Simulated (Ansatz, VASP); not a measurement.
## One calculation of MgSe3, two programs

```
Mg Se
1.0
     5.50700    0.00000    0.00000
    -2.75350    4.76920    0.00000
     0.00000    0.00000    3.56969
Mg Se
1 3
Direct
  0.00000 0.00000 0.00000
  0.50000 0.00000 0.50000
  0.00000 0.50000 0.50000
  0.50000 0.50000 0.50000
```

Alike in both runs: functional PBE; k mesh 6 × 6 × 6; occupations gaussian, width 0.1 eV; no spin polarisation.

Ansatz relaxed the structure, and its values are those at the end. VASP's run is a single point on that final structure, the one shown.

|  | VASP | Ansatz |
| --- | --- | --- |
| version | VASP 6.6.1 | Ansatz 0.2.0 |
| potentials or method | VASP PAW PBE potentials, release 64 (Mg, Se) | scalar-relativistic, plane waves, PAW |
| plane-wave cutoff (eV) | 520 | 420 |
| valence electrons in the cell | 20 | 58 |

```tsv
	VASP	Ansatz	Ansatz less VASP
gap on the k mesh at the Fermi level (eV)	none	none	-
pressure (GPa)	0.1	0.1	+0.03
```

A gap of «none» marks a metal or a gap that the smearing closes. The two sets of potentials don't hold the same shells in valence.
